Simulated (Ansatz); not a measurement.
# NbN under strain — quadrupolar parameters

The cell is an entry of the Crystallography Open Database (COD), relaxed with PBE at fixed cell and then changed (z stretched by 2 %, ions relaxed).

```
Nb N
1.0
     0.00000    2.19450    2.23839
     2.19450    0.00000    2.23839
     2.19450    2.19450    0.00000
Nb N
1 1
Cartesian
  2.1945 2.1945 2.2384
  0.0000 0.0000 0.0000
```

Atom numbers follow the list; atoms alike are taken as one site, whose name carries the number of the first.

Computed with Ansatz: DFT, PBE, plane waves and PAW, scalar-relativistic, collinear spin, 420 eV cutoff, Γ-centred 18×18×18 k-points, Fermi–Dirac smearing 0.05 eV. Start moments as typed (μB): 2 on each Nb, none on the rest.

C_Q = eQV_zz/h, which is 24.18 MHz for Q = 1 b and V_zz = 10²¹ V/m²; η = (V_xx − V_yy)/V_zz.

93Nb: I = 9/2, Q = -320.0 mb; 14N: I = 1, Q = 20.44 mb. Quadrupole moments are those of Pyykkö's year-2017 table.

```json
{"site": "Nb", "atoms (order as listed)": "1", "first shell": "6 N at 2.19–2.24 Å", "V_xx, V_yy, V_zz (10²¹ V/m²)": "-1.69, -1.69, 3.38", "η": "0.00", "C_Q (MHz)": "-26.1"}
{"site": "N", "atoms (order as listed)": "2", "first shell": "6 Nb at 2.19–2.24 Å", "V_xx, V_yy, V_zz (10²¹ V/m²)": "-0.36, -0.36, 0.73", "η": "0.00", "C_Q (MHz)": "0.359"}
```

An axis of threefold or higher order runs through Nb and N, so V_zz lies along it and η is zero.

The run finds no gap above 0.1 eV (a metal, or nearly one), so the gradients can move by 10 % or more with the k-mesh. Without spin–orbit coupling (the program notes it for Nb) the gradients can shift somewhat, as the gap is small. The start moments die out, and the run ends without spin.
